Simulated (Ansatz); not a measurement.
Crystal: N.

```xyz
8
Lattice="5.8151 0.0000 0.0000 0.0000 5.8151 0.0000 0.0000 0.0000 5.8151" Properties=species:S:1:pos:R:3 pbc="T T T"
N     0.2667    2.6409    3.1742
N     2.6409    3.1742    0.2667
N     3.1742    0.2667    2.6409
N     5.5484    5.5484    5.5484
N     5.4435    3.2791    2.5360
N     3.2791    2.5360    5.4435
N     2.5360    5.4435    3.2791
N     0.3716    0.3716    0.3716
```

| Property | Result |
| --- | --- |
| Program | Ansatz 0.2.0 |
| Task | relaxation of cell and atoms |
| Functional | PBEsol |
| Potentials or basis | Ansatz PAW |
| Cutoff | 420 eV (not typed: the program's choice for these potentials) |
| k mesh | 5 × 5 × 5 |
| Occupations | fermi-dirac, width 0.05 eV |
| Spin | no spin polarisation |

At the start: volume 24.58 Å³/atom.

Question: Where does the relaxation end?

Answer: It ends after 13 steps and the volume is 27.91 Å³/atom (+13.5 %); space group Pa-3 (No. 205, to 0.05 Å).

Step by step:
```tsv
step	energy change (eV)	largest force (eV/Å)	volume (Å³)
1	0.0000	0.8415	196.64
2	-0.0055	0.0859	200.67
3	-0.0020	0.0325	202.51
4	-0.0006	0.0003	203.16
5	-0.0187	0.0019	203.16
6	-0.0111	0.0233	207.45
7	0.0012	0.0174	212.46
8	0.0003	0.0005	212.17
9	-0.0248	0.0029	212.17
10	-0.0149	0.0015	217.17
11	0.0019	0.0220	223.39
12	0.0014	0.0023	223.24
13	-0.0282	0.0011	223.24
```

Final structure:
```xyz
8
Lattice="6.0663 0.0000 0.0000 0.0000 6.0663 0.0000 0.0000 0.0000 6.0663" Properties=species:S:1:pos:R:3 pbc="T T T"
N     0.3177    2.7154    3.3509
N     2.7154    3.3509    0.3177
N     3.3509    0.3177    2.7154
N     5.7486    5.7486    5.7486
N     5.7491    3.3503    2.7160
N     3.3503    2.7160    5.7491
N     2.7160    5.7491    3.3503
N     0.3172    0.3172    0.3172
```

Caveat: the plane-wave basis is chosen anew once the cell has moved, so the energies of steps on either side of that aren't comparable; the pressure holds a Pulay correction of +0.3 GPa for the finite cutoff; the PAW data sets come from PBE, with cores solved anew for the run's functional, which leaves a small shift of forces and pressure.
